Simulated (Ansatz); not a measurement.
# GaAs (rocksalt type): the cost of one run

Method: DFT, PBE, PAW with Ansatz's default frozen-core files, scalar-relativistic, in Ansatz 0.2.0.

## 1. Starting point

It takes space group Fm-3m (No. 225, cubic). Conventional cell: a = 5.019 Å, b = 5.019 Å, c = 5.019 Å, α = 90.00°, β = 90.00°, γ = 90.00°. Around Ga (site symmetry m-3m) lie 6 As at 2.51 Å. Around As (site symmetry m-3m) lie 6 Ga at 2.51 Å.

Coordinates:

```cif
data_structure
_symmetry_space_group_name_H-M 'Fm-3m'
_symmetry_Int_Tables_number 225
_cell_length_a 5.0188
_cell_length_b 5.0188
_cell_length_c 5.0188
_cell_angle_alpha 90.000
_cell_angle_beta 90.000
_cell_angle_gamma 90.000
_cell_volume 126.42
loop_
_atom_site_label
_atom_site_type_symbol
_atom_site_symmetry_multiplicity
_atom_site_Wyckoff_symbol
_atom_site_fract_x
_atom_site_fract_y
_atom_site_fract_z
_atom_site_occupancy
Ga1 Ga 4 a 0.00000 0.00000 0.00000 1
As1 As 4 b 0.50000 0.00000 0.00000 1
```

The file gives the conventional cell by its symmetry; the runs use the cell typed in the input.

Atoms are numbered in the order of the input: Ga1, As2.

## 2. Cell relaxed at zero pressure, PAW

Contents of input.yaml:

```yaml
crystal:
  lattice:
    - [0.0, 2.5094205343, 2.5094205343]
    - [2.5094205343, 0.0, 2.5094205343]
    - [2.5094205343, 2.5094205343, 0.0]
  atoms:
    - { symbol: Ga, position: [0.0, 0.0, 0.0] }
    - { symbol: As, position: [0.5, 0.5, 0.5] }
kpoints:
  mp_grid: { grid: [14, 14, 14] }
scf:
  occupations: { method: fermi_dirac, width: 0.05 }
hamiltonian:
  xc: pbe
  pseudopotentials: { kind: paw }
output:
  forces: true
  stress: true
relax:
  f_tol: 0.005
  max_steps: 40
  cell: {}
```

On the command line:

```sh
> ansatz run input.yaml --threads 1 --pin off --max-ram 3584MiB --backend cpu --events-out ev --progress --plain --runs-dir out
```

Q: Estimate wall time and peak memory on 1 thread of AMD EPYC 9R45 (Zen 5), shared host.

About 8.7 s, with a peak of 0.44 GiB.
